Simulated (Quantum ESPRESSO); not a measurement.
# KF (Carobbiite): zone-centre phonons

Which modes does KF (Carobbiite) have at the zone centre?

Calculated with Quantum ESPRESSO 7.5; DFT LDA, scalar-relativistic, plane waves, PseudoDojo norm-conserving pseudopotentials.

## (1) The structure

It takes space group Fm-3m (No. 225, cubic). The conventional cell has a = 5.344 Å, b = 5.344 Å, c = 5.344 Å, α = 90.00°, β = 90.00°, γ = 90.00°. K has 6 F at 2.67 Å nearest. Nearest to F lie 6 K at 2.67 Å. Farther neighbours and most contacts between anions are not listed.

## (2) A probe with smearing

Before anything dear is run, a loose run with smearing shows whether this is a metal and how far the cell is from rest.

probe.in

```
&control
   calculation = 'scf'
   prefix = 'x'
   outdir = './tmp'
   pseudo_dir = './pseudo'
   tprnfor = .true.
   tstress = .true.
   verbosity = 'high'
/
&system
   ibrav = 0
   nat = 2
   ntyp = 2
   ecutwfc = 84.0
   occupations = 'smearing'
   smearing = 'gaussian'
   degauss = 0.01
/
&electrons
   conv_thr = 1.0d-07
   mixing_beta = 0.7
   electron_maxstep = 100
/
ATOMIC_SPECIES
 K      39.0983  K.upf
 F      18.9984  F.upf
CELL_PARAMETERS angstrom
     0.000000000    2.671850000    2.671850000
     2.671850000    0.000000000    2.671850000
     2.671850000    2.671850000    0.000000000
ATOMIC_POSITIONS crystal
 K      0.000000000   0.000000000   0.000000000
 F      0.500000000   0.500000000   0.500000000
K_POINTS automatic
 6 6 6 0 0 0
```

The run is started by

```console
OMP_NUM_THREADS=1 mpirun -n 4 pw.x -nk 4 -in probe.in > probe.out
```

What it wrote:

```text
[banners, grids, parts of the stress and lines that vanish by symmetry left out]
Program PWSCF v.7.5
     Message from routine setup:
     using ibrav=0 with symmetry is DISCOURAGED, use correct ibrav instead
[...]
kinetic-energy cutoff     =      84.0000  Ry
     charge density cutoff     =     336.0000  Ry
     scf convergence threshold =      1.0E-07
[...]
Exchange-correlation= SLA  PW   NOGX NOGC
                           (   1   4   0   0   0   0   0)
[...]
48 Sym. Ops., with inversion, found
[...]
(     0          1          0      )
                  (     0          0          1      )
[...]
( -0.0000000  1.0000000  0.0000000 )
                  ( -0.0000000  0.0000000  1.0000000 )
[...]
(     1          0         -1      )
                  (     0          0         -1      )
[...]
(  0.0000000 -1.0000000 -0.0000000 )
[...]
(    -1          1          0      )
                  (     0          1         -1      )
[...]
( -1.0000000  0.0000000 -0.0000000 )
                  ( -0.0000000  1.0000000 -0.0000000 )
[...]
number of k points=    16  Gaussian smearing, width (Ry)=  0.0100
[...]
End of self-consistent calculation
[...]
the Fermi energy is     5.4869 ev
!    total energy              =    -109.22948923 Ry
[...]
convergence has been achieved in   7 iterations
[...]
atom    1 type  1   force =    -0.00000000    0.00000000    0.00000000
     atom    2 type  2   force =    -0.00000000    0.00000000    0.00000000
[...]
Total force =     0.000000     Total SCF correction =     0.000000
[...]
total   stress  (Ry/bohr**3)                   (kbar)     P=      -35.86
[...]
XML data file, charge density, pseudopotentials, collected wavefunctions

   JOB DONE.
```

Elapsed: 20 s, on 4 MPI ranks of Intel Xeon at 2.50GHz (Skylake/Cascade Lake), shared host; 49 s of CPU time.

Read from the output:

- volume per atom: 19.07 Å³
- pressure: -3.586 GPa
- gap on the k-mesh: 5.820 eV

A gap of 5.8 eV opens on this mesh, so the crystal is taken as an insulator; the start stands at -3.6 GPa.

## (3) Relaxing the cell and atoms

The relaxation runs at a cutoff a fifth above that of the response, since stress converges more slowly with the basis than frequencies do. Forces and stress are brought to rest with tight thresholds.

relax.in

```
&control
   calculation = 'vc-relax'
   prefix = 'x'
   outdir = './tmp'
   pseudo_dir = './pseudo'
   tprnfor = .true.
   tstress = .true.
   forc_conv_thr = 2.0d-05
   etot_conv_thr = 1.0d-07
   nstep = 40
/
&system
   ibrav = 0
   nat = 2
   ntyp = 2
   ecutwfc = 101
   occupations = 'fixed'
   nbnd = 10
/
&electrons
   conv_thr = 1.0d-11
   mixing_beta = 0.7
   electron_maxstep = 100
/
&ions
/
&cell
   press_conv_thr = 0.2
/
ATOMIC_SPECIES
 K      39.0983  K.upf
 F      18.9984  F.upf
CELL_PARAMETERS angstrom
     0.000000000    2.671850000    2.671850000
     2.671850000    0.000000000    2.671850000
     2.671850000    2.671850000    0.000000000
ATOMIC_POSITIONS crystal
 K      0.000000000   0.000000000   0.000000000
 F      0.500000000   0.500000000   0.500000000
K_POINTS automatic
 6 6 6 0 0 0
```

The run is started by

```console
OMP_NUM_THREADS=1 mpirun -n 4 pw.x -nk 4 -in relax.in > relax.out
```

What it wrote:

```text
[banners, grids, parts of the stress and lines that vanish by symmetry left out]
[banner, memory and clock lines left out]
Program PWSCF v.7.5

[...]
kinetic-energy cutoff     =     101.0000  Ry
     charge density cutoff     =     404.0000  Ry
     scf convergence threshold =      1.0E-11
[...]
energy convergence thresh.=      1.0E-07
     force convergence thresh. =      2.0E-05
     press convergence thresh. =      2.0E-01
     Exchange-correlation= SLA  PW   NOGX NOGC
                           (   1   4   0   0   0   0   0)
[...]
48 Sym. Ops., with inversion, found
[...]
number of k points=    16
[...]
End of self-consistent calculation
[...]
highest occupied, lowest unoccupied level (ev):     1.0872    6.9077
!    total energy              =    -109.22951605 Ry
[...]
convergence has been achieved in  11 iterations
[...]
atom    1 type  1   force =     0.00000000   -0.00000000   -0.00000000
     atom    2 type  2   force =     0.00000000    0.00000000   -0.00000000
     Total force =     0.000000     Total SCF correction =     0.000000
[...]
total   stress  (Ry/bohr**3)                   (kbar)     P=      -35.72
[...]
number of bfgs steps    =   0
[...]
CELL_PARAMETERS (angstrom)
[...]
ATOMIC_POSITIONS (crystal)
K               -0.0000000000       -0.0000000000        0.0000000000
F                0.5000000000        0.5000000000        0.5000000000
[...]
New effective cutoffs (rho, wfc):  408.74  102.20
[...]
End of self-consistent calculation
[...]
highest occupied, lowest unoccupied level (ev):     1.2162    7.1303
!    total energy              =    -109.23057368 Ry
[...]
convergence has been achieved in   7 iterations
[...]
atom    1 type  1   force =     0.00000000    0.00000000    0.00000000
     atom    2 type  2   force =     0.00000000    0.00000000    0.00000000
     Total force =     0.000000     Total SCF correction =     0.000000
[...]
total   stress  (Ry/bohr**3)                   (kbar)     P=      -30.95
[...]
number of bfgs steps    =   1
[...]
WARNING: bfgs curvature condition failed, Theta= 0.935
[...]
CELL_PARAMETERS (angstrom)
[...]
ATOMIC_POSITIONS (crystal)
K               -0.0000000000       -0.0000000000        0.0000000000
F                0.5000000000        0.5000000000        0.5000000000
[...]
New effective cutoffs (rho, wfc):  416.34  104.10
[...]
End of self-consistent calculation
[...]
highest occupied, lowest unoccupied level (ev):     1.4174    7.4773
!    total energy              =    -109.23183522 Ry
[...]
convergence has been achieved in   8 iterations
[...]
atom    1 type  1   force =     0.00000000    0.00000000   -0.00000000
     atom    2 type  2   force =     0.00000000    0.00000000    0.00000000
     Total force =     0.000000     Total SCF correction =     0.000000
[...]
total   stress  (Ry/bohr**3)                   (kbar)     P=      -22.72
[...]
number of bfgs steps    =   2
[...]
CELL_PARAMETERS (angstrom)
[...]
ATOMIC_POSITIONS (crystal)
[...]
New effective cutoffs (rho, wfc):  428.13  107.04
[...]
End of self-consistent calculation
[...]
Total force =     0.000000     Total SCF correction =     0.000000
[...]
total   stress  (Ry/bohr**3)                   (kbar)     P=       -7.64
[...]
number of bfgs steps    =   3
[...]
CELL_PARAMETERS (angstrom)
[...]
ATOMIC_POSITIONS (crystal)
[...]
New effective cutoffs (rho, wfc):  434.04  108.52
[...]
End of self-consistent calculation
[...]
highest occupied, lowest unoccupied level (ev):     1.9018    8.3114
!    total energy              =    -109.23300926 Ry
[...]
convergence has been achieved in   9 iterations
[...]
atom    1 type  1   force =     0.00000000    0.00000000   -0.00000000
     atom    2 type  2   force =    -0.00000000    0.00000000    0.00000000
     Total force =     0.000000     Total SCF correction =     0.000000
[...]
total   stress  (Ry/bohr**3)                   (kbar)     P=        1.05
[...]
number of bfgs steps    =   4
[...]
CELL_PARAMETERS (angstrom)
[...]
ATOMIC_POSITIONS (crystal)
[...]
New effective cutoffs (rho, wfc):  433.33  108.34
[...]
End of self-consistent calculation
[...]
highest occupied, lowest unoccupied level (ev):     1.8820    8.2773
!    total energy              =    -109.23301120 Ry
[...]
convergence has been achieved in   8 iterations
[...]
atom    1 type  1   force =     0.00000000    0.00000000    0.00000000
     atom    2 type  2   force =    -0.00000000   -0.00000000   -0.00000000
     Total force =     0.000000     Total SCF correction =     0.000000
[...]
total   stress  (Ry/bohr**3)                   (kbar)     P=       -0.04
[...]
number of bfgs steps    =   5
[...]
small trust_radius: resetting bfgs history
[...]
CELL_PARAMETERS (angstrom)
[...]
ATOMIC_POSITIONS (crystal)
[...]
New effective cutoffs (rho, wfc):  433.34  108.35
[...]
End of self-consistent calculation
[...]
highest occupied, lowest unoccupied level (ev):     1.8821    8.2776
!    total energy              =    -109.23301120 Ry
[...]
convergence has been achieved in   3 iterations
[...]
atom    1 type  1   force =    -0.00000000   -0.00000000   -0.00000000
     atom    2 type  2   force =     0.00000000   -0.00000000    0.00000000
     Total force =     0.000000     Total SCF correction =     0.000000
[...]
total   stress  (Ry/bohr**3)                   (kbar)     P=       -0.03
[...]
bfgs converged in   7 scf cycles and   6 bfgs steps
[...]
End of BFGS Geometry Optimization
     Final enthalpy           =    -109.2330112035 Ry
     File ./tmp/x.bfgs deleted, as requested
[...]
CELL_PARAMETERS (angstrom)
[...]
ATOMIC_POSITIONS (crystal)
K               -0.0000000000       -0.0000000000        0.0000000000
F                0.5000000000        0.5000000000        0.5000000000
[...]
Final scf calculation at the relaxed structure.
[...]
kinetic-energy cutoff     =     101.0000  Ry
     charge density cutoff     =     404.0000  Ry
     scf convergence threshold =      1.0E-13
[...]
press convergence thresh. =      2.0E-01
     Exchange-correlation= SLA  PW   NOGX NOGC
                           (   1   4   0   0   0   0   0)
[...]
48 Sym. Ops., with inversion, found
[...]
number of k points=    16
[...]
End of self-consistent calculation
[...]
highest occupied, lowest unoccupied level (ev):     1.8821    8.2776
!    total energy              =    -109.23300590 Ry
[...]
convergence has been achieved in  13 iterations
[...]
atom    1 type  1   force =     0.00000000   -0.00000000    0.00000000
     atom    2 type  2   force =     0.00000000    0.00000000    0.00000000
     Total force =     0.000000     Total SCF correction =     0.000000
[...]
total   stress  (Ry/bohr**3)                   (kbar)     P=       -0.08
[...]
XML data file, charge density, pseudopotentials, collected wavefunctions
```

Run time: 3 min. Hardware: 4 MPI ranks.

Step by step:

```
step  energy less that of the first step (eV)  largest force (eV/Å)  pressure (GPa)  volume (Å³)
   1                                   0.0000                0.0000           -3.57        38.15
   2                                  -0.0144                0.0000           -3.09        37.46
   3                                  -0.0316                0.0000           -2.27        36.44
   4                                  -0.0460                0.0000           -0.76        34.94
   5                                  -0.0475                0.0000            0.11        34.23
   6                                  -0.0476                0.0000            0.00        34.31
   7                                  -0.0476                0.0000            0.00        34.31
   8                                  -0.0475                0.0000           -0.01        34.31
```

```
conventional cell, symmetrised  before  after   change
                         a (Å)   5.344  5.158   -3.5 %
                         b (Å)   5.344  5.158   -3.5 %
                         c (Å)   5.344  5.158   -3.5 %
              volume (Å³/atom)   19.07  17.16  -10.0 %
```

The relaxed structure:

```
CELL_PARAMETERS angstrom
0.00000 2.57917 2.57917
2.57917 0.00000 2.57917
2.57917 2.57917 0.00000
ATOMIC_POSITIONS crystal
K 0.00000 0.00000 0.00000
F 0.50000 0.50000 0.50000
```

The last row of the table of steps is pw.x's closing run on a basis chosen anew for the final cell, so its energy can jump.

This step gave:

```
volume per atom   : 17.16 Å³
pressure          : -0.008 GPa
gap on the k-mesh : 6.395 eV
```

The volume changes by -10.0 % from the cell with which this run began.

## (4) Self-consistent run for the response

Perturbation theory inherits every error of the wavefunctions, so the threshold is set near the limit of the arithmetic. With a gap, occupations are fixed, which also allows the response to an electric field.

scf.in

```
&control
   calculation = 'scf'
   prefix = 'x'
   outdir = './tmp'
   pseudo_dir = './pseudo'
   tprnfor = .true.
   tstress = .true.
/
&system
   ibrav = 0
   nat = 2
   ntyp = 2
   ecutwfc = 84.0
   occupations = 'fixed'
   nbnd = 10
/
&electrons
   conv_thr = 1.0d-12
   mixing_beta = 0.7
   electron_maxstep = 100
/
ATOMIC_SPECIES
 K      39.0983  K.upf
 F      18.9984  F.upf
CELL_PARAMETERS angstrom
     0.000000000    2.579171344    2.579171344
     2.579171344    0.000000000    2.579171344
     2.579171344    2.579171344    0.000000000
ATOMIC_POSITIONS crystal
 K      0.000000000   0.000000000   0.000000000
 F      0.500000000   0.500000000   0.500000000
K_POINTS automatic
 6 6 6 0 0 0
```

The run is started by

```console
OMP_NUM_THREADS=1 mpirun -n 4 pw.x -nk 4 -in scf.in > scf.out
```

What it wrote:

```text
[banners, grids, parts of the stress and lines that vanish by symmetry left out]
[banner, memory and clock lines left out]
Program PWSCF v.7.5

[...]
kinetic-energy cutoff     =      84.0000  Ry
     charge density cutoff     =     336.0000  Ry
     scf convergence threshold =      1.0E-12
[...]
Exchange-correlation= SLA  PW   NOGX NOGC
                           (   1   4   0   0   0   0   0)
[...]
48 Sym. Ops., with inversion, found
[...]
number of k points=    16
[...]
End of self-consistent calculation
[...]
highest occupied, lowest unoccupied level (ev):     1.8821    8.2776
!    total energy              =    -109.23297921 Ry
[...]
convergence has been achieved in  11 iterations
[...]
atom    1 type  1   force =     0.00000000   -0.00000000   -0.00000000
     atom    2 type  2   force =     0.00000000    0.00000000    0.00000000
     Total force =     0.000000     Total SCF correction =     0.000000
[...]
total   stress  (Ry/bohr**3)                   (kbar)     P=       -0.11
[...]
XML data file, charge density, pseudopotentials, collected wavefunctions
```

It took 22 s on 4 MPI ranks; 58 s of CPU time.

Read from the output:

```
pressure : -0.01100 GPa
```

The cell stands at -0.011 GPa, close enough for phonons.

(Continued in part 2 of 2.)

[Host names and launcher messages were left out of these logs when they were recorded.]

[Logs are printed without paths, hosts, clocks, repeated set-up lines and the standing remarks that a program may print on its own settings, such as how far it seeks lower states.]

[Hosts, paths, dates, database ids (printed as entryN), source tags and the programs' standing remarks are cut or masked in the printed files.]
